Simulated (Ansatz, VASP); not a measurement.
Given: the input of a run of Ansatz 0.2.0 on PbS.

Contents of input.yaml:

```yaml
crystal:
  lattice:
    - [2.1126617058, 1.2197458045, 3.4519162518]
    - [-2.1126617058, 1.2197458045, 3.4519162518]
    - [0.0, -2.4394916091, 3.4519162518]
  atoms:
    - { symbol: Pb, position: [0.98056578, 0.98056578, 0.98056578] }
    - { symbol: S, position: [0.47503555, 0.47503555, 0.47503555] }
kpoints:
  mp_grid: { grid: [8, 8, 8] }
scf:
  occupations: { method: fermi_dirac, width: 0.05 }
hamiltonian:
  xc: pbe
  pseudopotentials: { kind: all_electron, lapw: { basis_error: 0.0005 } }
output:
  forces: true
  stress: true
  eigenvalues: true
```

Potentials or basis: all-electron LAPW, scalar-relativistic.

Run with:

```bash
$ ansatz run input.yaml --threads 1 --pin off --max-ram 3072MiB --backend cpu --events-out ev --progress --plain --runs-dir out
```

Problem. Set up the same calculation for VASP 6.6.1. Potentials there: VASP PAW PBE potentials, release 64 (Pb_d, S).

Solution. As run (the cutoff follows the program's own potentials):

File INCAR:

```
SYSTEM = PbS
PREC = Accurate ; ENCUT = 520
EDIFF = 1E-6 ; ISMEAR = -1
SIGMA = 0.05 ; LREAL = .False.
LASPH = .True. ; NELM = 80
ALGO = Normal ; ISIF = 2
LWAVE = .False. ; LCHARG = .False.
GGA = PE ; NBANDS = 17
```

The input KPOINTS:

```
regular mesh
0
Gamma
  8 8 8
  0 0 0
```

POSCAR

```
PbS
1.0
    2.1126617058      1.2197458045      3.4519162518
   -2.1126617058      1.2197458045      3.4519162518
    0.0000000000     -2.4394916091      3.4519162518
Pb S
1 1
Direct
    0.9805657800      0.9805657800      0.9805657800
    0.4750355500      0.4750355500      0.4750355500
```

Potentials or basis: VASP PAW PBE potentials, release 64 (Pb_d, S).

Command:

```console
$ cat potpaw_PBE.64/Pb_d/POTCAR potpaw_PBE.64/S/POTCAR > POTCAR
$ mpirun -np 1 vasp_std > vasp.out
```

Both were run:

|  | VASP | Ansatz | Ansatz less VASP |
| --- | --- | --- | --- |
| gap on the k mesh at the Fermi level (eV) | 0.46 | 0.45 | -0.008 |
| least direct gap on the mesh (eV) | 0.46 | 0.45 | -0.008 |
| pressure (GPa) | 0.8 | 0.9 | +0.09 |
| rms of the force components (eV/Å) | 0.011 | 0.011 | -0.0004 |

Atom by atom the forces differ by 0.000 eV/Å (rms over components). Ansatz ran all-electron here, so the differences hold the error of VASP's frozen core and of both bases.

Caveats: spin-orbit coupling is left out, which as a rule narrows the gap of such compounds by several tenths of an eV.
